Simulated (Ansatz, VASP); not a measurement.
# Zr3H in VASP and in Ansatz

```xyz
4
Lattice="4.2507 0.0000 0.0000 0.0000 4.2507 0.0000 0.0000 0.0000 4.2507" Properties=species:S:1:pos:R:3 pbc="T T T"
Zr    2.1253    0.0000    0.0000
Zr    0.0000    2.1253    0.0000
Zr    0.0000    0.0000    2.1253
H     2.1253    2.1253    2.1253
```

Change from the starting cell: species swapped into the CaBi3 type (Pm-3m, No. 221).

Alike in both runs: functional PBE; k mesh 4 × 4 × 4; occupations gaussian, width 0.1 eV; no spin polarisation.

Ansatz relaxed the structure, and its values are those at the end. VASP's run is a single point on that final structure, the one shown.

|  | VASP | Ansatz |
| --- | --- | --- |
| version | VASP 6.6.1 | Ansatz 0.2.0 |
| potentials or method | VASP PAW PBE potentials, release 64 (Zr_sv, H) | scalar-relativistic, plane waves, PAW |
| plane-wave cutoff (eV) | 520 | 420 |
| valence electrons in the cell | 37 | 37 |

```csv
,VASP,Ansatz,Ansatz less VASP
gap on the k mesh at the Fermi level (eV),none,none,-
pressure (GPa),0.2,0.2,-0.02
```

A gap of «none» marks a metal or a gap that the smearing closes. The functional is the same, so the differences come from potentials, cutoffs and numerics.

Caveats: the k mesh is coarse (spacing up to 0.37 Å⁻¹), so the values aren't converged.
